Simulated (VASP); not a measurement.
Set up this calculation in VASP 6.6.1, as the native input.

| Quantity | Value |
| --- | --- |
| Task | single point |
| Functional | PBE |
| Potentials or basis | VASP PAW PBE potentials, release 64 (Ta_pv, C) |
| Cutoff | 520 eV |
| k mesh | 16 × 16 × 16 |
| Occupations | gaussian, width 0.1 eV |
| Spin | non-collinear spin, zero start, spin-orbit coupling |
| Starting moments | [[0.0, 0.0, 0.0], [0.0, 0.0, 0.0]] μB |
| Further INCAR settings | ALGO = Fast; EDIFF = 1e-07; NBANDS = 27 |

The structure of TaC lies in POSCAR:

```
TaC                                     
1.0
    0.0000000000      2.2621516466      2.2621516466
    2.2621516466      0.0000000000      2.2621516466
    2.2621516466      2.2621516466      0.0000000000
  Ta              C             
     1     1
Direct
     0.0000000000000000    0.0000000000000000    0.0000000000000000
     0.5000000000000000    0.5000000000000000    0.5000000000000000
```

The cell isn't the ideal one: a relaxed cell with its volume scaled by 1.03.

The input as run:

INCAR

```
ALGO = Fast ; EDIFF = 1E-7
ENCUT = 520 ; GGA = PE
GGA_COMPAT = False ; ISIF = 2
ISMEAR = 0 ; KPAR = 4
LASPH = True ; LCHARG = False
LMAXMIX = 4 ; LORBIT = 11
LREAL = False ; LSORBIT = True
LWAVE = False ; MAGMOM = 0 0 0 0 0 0
NBANDS = 27 ; NELM = 60
PREC = Accurate ; SIGMA = 0.1
```

KPOINTS

```
k-points
0
Gamma
  16 16 16
```

Potentials or basis: VASP PAW PBE potentials, release 64 (Ta_pv, C).

Run with:

```console
$ cat potpaw_PBE.64/Ta_pv/POTCAR potpaw_PBE.64/C/POTCAR > POTCAR
$ mpirun -np 4 vasp_ncl > vasp.out
```

It gave:

```yaml
Pressure: -8.9 GPa
Net_moment: 0.00 μB per cell
Valence_electrons_inside_the_program's_atomic_spheres: Ta 8.87; C 2.41
```

Run time: 27 s on 4 MPI ranks on Intel(R) Xeon(R) 6975P-C (Granite Rapids), with other jobs on the host, peak memory 0.28 GiB a rank.
